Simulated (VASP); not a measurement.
# Hf (Fm-3m) in VASP: settings compared

The runs below take Hf through relaxation of cell and atoms, single point, with PBE, PBE+D3(BJ), PBEsol.

All numbers are computed with VASP 6.6.1; they aren't measurements. Logs are shortened: lines on timing, memory, paths and dates and some standing lists are left out, and cuts for length are marked.

### 1 Starting point

Symmetry: Fm-3m, No. 225, cubic system. Conventional cell: a = 4.471 Å, b = 4.471 Å, c = 4.471 Å, α = 90.00°, β = 90.00°, γ = 90.00°. Around Hf (site symmetry m-3m) lie 12 Hf at 3.16 Å.

This isn't the form of Hf at room conditions, which is hcp.

### 2 Relaxation of cell and atoms, PBE

INCAR

```
SYSTEM = Hf
PREC = Accurate
ENCUT = 600
EDIFF = 1E-7
ISMEAR = 0
SIGMA = 0.1
LREAL = .FALSE.
LASPH = .TRUE.
NELM = 100
ALGO = Normal
ISIF = 3
LWAVE = .FALSE.
LCHARG = .FALSE.
GGA = PE
IBRION = 2
NSW = 90
EDIFFG = -0.005
```

KPOINTS

```
Automatic mesh
0
G
  16 16 16
  0 0 0
```

POSCAR

```
Hf
1.0
    0.0000000000      2.2352673600      2.2352673600
    2.2352673600      0.0000000000      2.2352673600
    2.2352673600      2.2352673600      0.0000000000
Hf
1
Direct
    0.0000000000      0.0000000000      0.0000000000
```

Potentials or basis: VASP PAW PBE potentials, release 64 (Hf_pv).

Run with:

```
> cat potpaw_PBE.64/Hf_pv/POTCAR > POTCAR
> mpirun -np 1 vasp_std > vasp.out
```

OUTCAR:

```text
SYSTEM = Hf
   PREC = Accurate
   ENCUT = 600
   EDIFF = 1E-7
   ISMEAR = 0
   LREAL = .FALSE.
   LASPH = .TRUE.
   NELM = 100
   ISIF = 3
   GGA = PE
   IBRION = 2
   NSW = 90
   EDIFFG = -0.005

 ion  position               nearest neighbor table
   1  0.000  0.000  0.000-

  LATTYP: Found a face centered cubic cell.
 ALAT       =     4.4705347200

  Lattice vectors:

 A1 = (   0.0000000000,   2.2352673600,   2.2352673600)
 A2 = (   2.2352673600,   0.0000000000,   2.2352673600)
 A3 = (   2.2352673600,   2.2352673600,   0.0000000000)

Analysis of symmetry for initial positions (statically):
=====================================================================
 Subroutine PRICEL returns:
 Original cell was already a primitive cell.

 Routine SETGRP: Setting up the symmetry group for a
 face centered cubic supercell.

 Subroutine GETGRP returns: Found 48 space group operations
 (whereof 48 operations were pure point group operations)
 out of a pool of 48 trial point group operations.

The static configuration has the point symmetry O_h .

Analysis of symmetry for dynamics (positions and initial velocities):
=====================================================================
 Subroutine PRICEL returns:
 Original cell was already a primitive cell.

 Routine SETGRP: Setting up the symmetry group for a
 face centered cubic supercell.

 Subroutine GETGRP returns: Found 48 space group operations
 (whereof 48 operations were pure point group operations)
 out of a pool of 48 trial point group operations.

The dynamic configuration has the point symmetry O_h .

 Subroutine INISYM returns: Found 48 space group operations
 (whereof 48 operations are pure point group operations),
 and found     1 'primitive' translations

----------------------------------------------------------------------------------------

                                     Primitive cell

  volume of cell :      22.3367

  direct lattice vectors                    reciprocal lattice vectors
     0.000000000  2.235267360  2.235267360    -0.223686888  0.223686888  0.223686888
     2.235267360  0.000000000  2.235267360     0.223686888 -0.223686888  0.223686888
     2.235267360  2.235267360  0.000000000     0.223686888  0.223686888 -0.223686888

  length of vectors
     3.161145416  3.161145416  3.161145416     0.387437055  0.387437055  0.387437055

  position of ions in fractional coordinates (direct lattice)
     0.000000000  0.000000000  0.000000000

  ion indices of the primitive-cell ions
   primitive index   ion index
                 1           1

----------------------------------------------------------------------------------------

 KPOINTS: Automatic mesh

Automatic generation of k-mesh.
 Grid dimensions read from file:
 generate k-points for:   16   16   16

 Generating k-lattice:

  Cartesian coordinates                     Fractional coordinates (reciprocal lattice)
    -0.013980431  0.013980431  0.013980431     0.062500000  0.000000000  0.000000000
     0.013980431 -0.013980431  0.013980431     0.000000000  0.062500000  0.000000000
     0.013980431  0.013980431 -0.013980431     0.000000000  0.000000000  0.062500000

  Length of vectors
     0.024214816  0.024214816  0.024214816

  Shift w.r.t. Gamma in fractional coordinates (k-lattice)
     0.000000000  0.000000000  0.000000000

 Subroutine IBZKPT returns following result:
 ===========================================

 Found    145 irreducible k-points:

 Following reciprocal coordinates:
            Coordinates               Weight
  0.000000  0.000000  0.000000      1.000000
  0.062500  0.000000  0.000000      8.000000
  0.125000  0.000000  0.000000      8.000000
  0.187500  0.000000  0.000000      8.000000
  0.250000  0.000000  0.000000      8.000000
  0.312500  0.000000  0.000000      8.000000
[... 16 lines left out ...]
 -0.125000  0.062500  0.000000     24.000000
 -0.062500  0.062500  0.000000     12.000000
 [... further k-points ...]
   k-points           NKPTS =    145   k-points in BZ     NKDIM =    145   number of bands    NBANDS=      9
   number of dos      NEDOS =    301   number of ions     NIONS =      1
   total plane-waves  NPLWV =  21952
   dimension x,y,z NGX =    28 NGY =   28 NGZ =   28
   dimension x,y,z NGXF=    56 NGYF=   56 NGZF=   56
   ions per type =               1
   NGX,Y,Z   is equivalent  to a cutoff of  14.73, 14.73, 14.73 a.u.
   NGXF,Y,Z  is equivalent  to a cutoff of  29.45, 29.45, 29.45 a.u.
 SYSTEM =  Hf
   PREC   = accura    normal or accurate (medium, high low for compatibility)
   ISTART =      0    job   : 0-new  1-cont  2-samecut
   ICHARG =      2    charge: 1-file 2-atom 10-const
   ISPIN  =      1    spin polarized calculation?
   LNONCOLLINEAR =      F non collinear calculations
   LSORBIT =      F    spin-orbit coupling
   LASPH  =      T    aspherical Exc in radial PAW
   ENCUT  =  600.0 eV  44.10 Ry    6.64 a.u.   6.31  6.31  6.31*2*pi/ulx,y,z
   NELM   =    100;   NELMIN=  2; NELMDL= -5     # of ELM steps
   EDIFF  = 0.1E-06   stopping-criterion for ELM
   LREAL  =      F    real-space projection
   EDIFFG = -.5E-02   stopping-criterion for IOM
   NSW    =     90    number of steps for IOM
   IBRION =      2    ionic relax: 0-MD 1-quasi-New 2-CG
   NFREE  =      1    steps in history (QN), initial steepest desc. (CG)
   ISIF   =      3    stress and relaxation
   ISYM   =      2    0-nonsym 1-usesym 2-fastsym
   POTIM  = 0.5000    time-step for ionic-motion
   TEBEG  =    0.0;   TEEND  =   0.0 temperature during run
   PSTRESS=    0.0 pullay stress
   NELECT =      10.0000    total number of electrons
   NUPDOWN=      -1.0000    fix difference up-down
   EMIN   =  10.00;   EMAX   =-10.00  energy-range for DOS
   EFERMI =   0.00;   METHOD = LEGACY
   ISMEAR =     0;   SIGMA  =   0.10  broadening in eV -4-tet -1-fermi 0-gaus
   EFERMI_NEDOS =   21; number of points for ismear=-14 and -15
   IALGO  =     38    algorithm
   IMIX   =      4    mixing-type and parameters
     AMIX     =   0.40;   BMIX     =  1.00
     AMIX_MAG =   1.60;   BMIX_MAG =  1.00
  volume/ion in A,a.u.               =      22.34       150.74
  Fermi-wavevector in a.u.,A,eV,Ry     =   1.252378  2.366651 21.340059  1.568450
  Thomas-Fermi vector in A             =   2.386281
   LORBIT       =      0    0 simple, 1 ext, 2 COOP (PROOUT), +10 PAW based schemes
   GGA     = PE    functional components
   LHFCALC =     F    Hartree Fock is set to
   AEXX    =    0.0000 exact exchange contribution
   IVDW    =     0    specifies the selected vdW correction
   LEPSILON=     F    determine dielectric tensor
   LRPA    =     F    only Hartree local field effects (RPA)
 conjugate gradient relaxation of ions
 non-spin polarized calculation
 Gauss-broadening in eV      SIGMA  =   0.10
  energy-cutoff  :      600.00
  volume of cell :       22.34
 maximum number of plane-waves:       757
 NGX is ok and might be reduce to    28
   NGX = 13   NGY = 13   NGZ = 13

--------------------------------------- Ionic step        1  -------------------------------------------

 number of electron      10.0000001 magnetization

 Free energy of the ion-electron system (eV)
  ---------------------------------------------------
  ext. energy  EPLUGINS =         0.00000000
  ---------------------------------------------------
  free energy    TOTEN  =        -9.85509663 eV

  energy without entropy =       -9.84562717  energy(sigma->0) =       -9.85036190

------------------------ aborting loop because EDIFF is reached ----------------------------------------

  FORCE on cell =-STRESS in cart. coord.  units (eV):
  Direction    XX          YY          ZZ          XY          YZ          ZX
  --------------------------------------------------------------------------------------
  -------------------------------------------------------------------------------------
  Total        0.0755432      0.0755432      0.0755432      0.0000000      0.0000000     -0.0000000
  in kB        5.4186038      5.4186038      5.4186038      0.0000000      0.0000000     -0.0000000
  external PRESSURE =       5.4186038 kB  Pullay stress =       0.0000000 kB
[... 55 lines left out ...]
  energy  without entropy=       -9.8454929321  energy(sigma->0) =       -9.85028427

--------------------------------------- Ionic step        3  -------------------------------------------

 number of electron      10.0000001 magnetization

 Free energy of the ion-electron system (eV)
  ---------------------------------------------------
  ext. energy  EPLUGINS =         0.00000000
  ---------------------------------------------------
  free energy    TOTEN  =        -9.85529684 eV

  energy without entropy =       -9.84576762  energy(sigma->0) =       -9.85053223

 E-fermi :   4.7116     XC(G=0): -11.2688

 val. band max:        4.7007596935   @ k =  -0.3125   0.3125   0.0625
 cond. band min:       4.7141532213   @ k =  -0.1875   0.1250   0.0000
 fundamental gap:      0.0133935278
 Fermi energy:         4.7115715594

 k-point     1 :       0.0000    0.0000    0.0000
  band No.  band energies     occupation
      1     -25.3138      2.00000
      2     -25.3138      2.00000
      3     -25.3138      2.00000
      4      -2.4831      2.00000
      5       6.1163      0.00000
      6       6.1163      0.00000
      7       6.1163      0.00000
      8       8.8933      0.00000
      9       8.8933      0.00000
[... 265 lines left out ...]
 k-point    24 :      -0.0625    0.0625    0.0000
  band No.  band energies     occupation
      1     -25.3918      2.00000
      2     -25.3365      2.00000
      3     -25.3193      2.00000
      4      -2.1242      2.00000
      5       5.7540      0.00000
      6       6.2827      0.00000
      7       6.2965      0.00000
      8       8.5529      0.00000
      9       8.8819      0.00000

 [... further k-points ...]

------------------------ aborting loop because EDIFF is reached ----------------------------------------

  FORCE on cell =-STRESS in cart. coord.  units (eV):
  Direction    XX          YY          ZZ          XY          YZ          ZX
  --------------------------------------------------------------------------------------
  -------------------------------------------------------------------------------------
  Total        0.0007163      0.0007163      0.0007163      0.0000000      0.0000000     -0.0000000
  in kB        0.0511078      0.0511078      0.0511078      0.0000000      0.0000000     -0.0000000
  external PRESSURE =       0.0511078 kB  Pullay stress =       0.0000000 kB
[... 16 lines left out ...]
  FREE ENERGIE OF THE ION-ELECTRON SYSTEM (eV)
  ---------------------------------------------------
  free  energy   TOTEN  =        -9.8552968351 eV

  energy  without entropy=       -9.8457676200  energy(sigma->0) =       -9.85053223

 reached required accuracy - stopping structural energy minimisation
```

Wall time 54 s (1 thread of Intel Xeon 6975P-C (Granite Rapids), shared host); peak memory 0.19 GiB.

Results:

```yaml
Free_energy: -9.8553 eV
Relaxed_volume: 22.46 Å³/atom
Relaxed_cell: a = 3.167 Å, b = 3.167 Å, c = 3.167 Å, α = 60.00°, β = 60.00°, γ = 60.00°
Space_group_after_relaxing_to_0.05_Å: Fm-3m (No. 225)
Energy_gained_by_relaxing: 0.2 meV/atom
Ionic_steps: 3
Pressure_after_relaxing: 0.0 GPa
Band_gap_on_the_k_mesh: none (metal or under the smearing width)
```

The path:
```
step  energy change (eV)  largest force (eV/Å)  pressure (GPa)  volume (Å³)
   1              0.0000                0.0000            0.54        22.34
   2              0.0000                0.0000           -0.56        22.58
   3             -0.0002                0.0000            0.01        22.46
```

Final structure:
```
Hf
1.0
     0.00000    2.23923    2.23923
     2.23923    0.00000    2.23923
     2.23923    2.23923    0.00000
Hf
1
Direct
  0.00000 0.00000 0.00000
```

The run has no spin-orbit coupling, so splittings on Hf are missing.

### 3 Relaxation of cell and atoms, PBE+D3(BJ)

Edit INCAR of step 2 so:

```diff
@@ -14,2 +14,3 @@
 GGA = PE
+IVDW = 12
 IBRION = 2
```

KPOINTS is that of step 2.

POSCAR is that of step 2.

Potentials or basis: VASP PAW PBE potentials, release 64 (Hf_pv).

Run with:

```
> cat potpaw_PBE.64/Hf_pv/POTCAR > POTCAR
> mpirun -np 1 vasp_std > vasp.out
```

It took 63 s on 1 thread of Intel Xeon 6975P-C (Granite Rapids), shared host; peak memory 0.2 GiB.

The run converged. Its results:

| Property | Result |
| --- | --- |
| Free energy | -10.3116 eV |
| Relaxed volume | 21.72 Å³/atom |
| Relaxed cell | a = 3.132 Å, b = 3.132 Å, c = 3.132 Å, α = 60.00°, β = 60.00°, γ = 60.00° |
| Space group after relaxing (to 0.05 Å) | Fm-3m (No. 225) |
| Energy gained by relaxing | 5.5 meV/atom |
| Ionic steps | 3 |
| Pressure after relaxing | 0.0 GPa |
| Band gap on the k mesh | none (metal or under the smearing width) |
| Dispersion energy per atom | -0.464 eV |

The path:
```csv
step,energy change (eV),largest force (eV/Å),pressure (GPa),volume (Å³)
1,0.0000,0.0000,-2.82,22.34
2,0.0009,0.0000,3.33,21.09
3,-0.0055,0.0000,-0.01,21.72
```

Final structure:
```
CELL_PARAMETERS angstrom
0.00000 2.21465 2.21465
2.21465 0.00000 2.21465
2.21465 2.21465 0.00000
ATOMIC_POSITIONS crystal
Hf 0.00000 0.00000 0.00000
```

Levels at points of the mesh, in eV from the Fermi level:
| k point | band 2 | band 3 | band 4 | band 5 | band 6 | band 7 | band 8 | band 9 |
| --- | --- | --- | --- | --- | --- | --- | --- | --- |
| (0.00, 0.00, 0.00) | -29.90 | -29.90 | -7.31 | 1.42 | 1.42 | 1.42 | 4.32 | 4.32 |
| (0.50, 0.00, 0.00) | -30.02 | -30.02 | -3.72 | 0.68 | 1.19 | 1.19 | 6.52 | 6.52 |
| (0.50, 0.50, 0.00) | -30.22 | -30.22 | -3.37 | -2.23 | 2.68 | 6.53 | 7.17 | 7.17 |

Caveat: pairwise dispersion overbinds metals, which lowers pressure and volume. The run has no spin-orbit coupling, so splittings on Hf are missing.

(Part 1 of 2 ends here.)
